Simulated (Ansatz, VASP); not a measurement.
# Two plane-wave programs on PtS2

Contents of INCAR:

```
SYSTEM = PtS2
  ALGO = Fast
  EDIFF = 1E-6
  ENCUT = 520
  GGA = PE
  ISIF = 2
  ISMEAR = -1
  LASPH = .True.
  LCHARG = .True.
  LELF = .True.
  LREAL = .False.
  LVHAR = .True.
  LWAVE = .False.
  NBANDS = 18
  NELM = 80
  PREC = Accurate
  SIGMA = 0.02
```

File KPOINTS:

```
k-points
0
Gamma
  6 6 6
  0 0 0
```

Contents of POSCAR:

```
PtS2
1.0
    0.0000000000      2.9757935506      2.9757935506
    2.9757935506      0.0000000000      2.9757935506
    2.9757935506      2.9757935506      0.0000000000
Pt S
1 2
Direct
    0.0000000000      0.0000000000      0.0000000000
    0.2500000000      0.2500000000      0.2500000000
    0.7500000000      0.7500000000      0.7500000000
```

Input for Ansatz:

```yaml
crystal:
  lattice:
    - [0.0, 2.9757935506, 2.9757935506]
    - [2.9757935506, 0.0, 2.9757935506]
    - [2.9757935506, 2.9757935506, 0.0]
  atoms:
    - { symbol: Pt, position: [0.0, 0.0, 0.0] }
    - { symbol: S, position: [0.25, 0.25, 0.25] }
    - { symbol: S, position: [0.75, 0.75, 0.75] }
kpoints:
  mp_grid: { grid: [6, 6, 6] }
hamiltonian:
  xc: pbe
scf:
  occupations: { method: fermi_dirac, width: 0.02 }
  n_extra_bands: 4
output:
  forces: true
  stress: true
  eigenvalues: true
```

The cell was built by a generator and needn't be a form met in nature.

Alike in both runs: task single point; functional PBE; k mesh 6 × 6 × 6; occupations fermi-dirac, width 0.02 eV; no spin polarisation.

```csv
,VASP,Ansatz
version,VASP 6.6.1,Ansatz 0.2.0
potentials or method,"VASP PAW PBE potentials, release 64 (Pt, S)","plane waves, PAW"
plane-wave cutoff (eV),520,420
valence electrons in the cell,22,30
```

Ansatz gave:

| Quantity | Value |
| --- | --- |
| pressure (GPa) | 1.3 |

Question: Estimate VASP's values.

Answer: Pressure (GPa): 1.1.

The two sets of potentials don't hold the same shells in valence.

Spin-orbit coupling is left out, which matters for the levels of Pt.
